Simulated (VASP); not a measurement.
**Results of a VASP single-point calculation on NaCl (strained rocksalt)**

POSCAR

```
Na Cl
 1.0000000000000000
     0.0000000000000000    2.9148067784000000    2.9148067784000000
     2.9148067784000000    0.0000000000000000    2.9148067784000000
     2.9148067784000000    2.9148067784000000    0.0000000000000000
 Na  Cl
   1   1
Cartesian
  0.0000000000000000  0.0000000000000000  0.0000000000000000
  2.9148067783999996  2.9148067783999996  2.9148067783999996
```

| Item | Value |
| --- | --- |
| gap between bands v and c | 4.75 eV |
| least direct gap | 4.75 eV |

Band v is the last that the valence electrons fill when counted band by band, and c is the next. Levels in eV from the top of v:

| point | v−1 | v | c | c+1 |
| --- | --- | --- | --- | --- |
| Γ | 0.00 | 0.00 | 4.75 | 11.00 |
| X | -0.51 | -0.51 | 7.24 | 8.14 |
| K | -0.94 | -0.41 | 7.99 | 8.75 |
| L | -0.21 | -0.21 | 7.09 | 9.84 |
| W | -1.00 | -0.63 | 8.41 | 9.43 |

**Question.** Which of these levels of theory gave these results?
A. PBE
B. HSE06
C. r²SCAN
D. PBE with spin–orbit coupling
E. PBEsol
F. LDA
G. PBE0

**Answer.** A.

The INCAR was:

```
ENCUT = 520
LWAVE = .FALSE.
LCHARG = .FALSE.
ISIF = 2
ISMEAR = -1
SIGMA = 0.02
NBANDS = 14
PREC = Accurate
LASPH = .TRUE.
GGA = PE
IBRION = -1
NELM = 120
LREAL = .FALSE.
NSW = 0
EDIFF = 1E-7
```
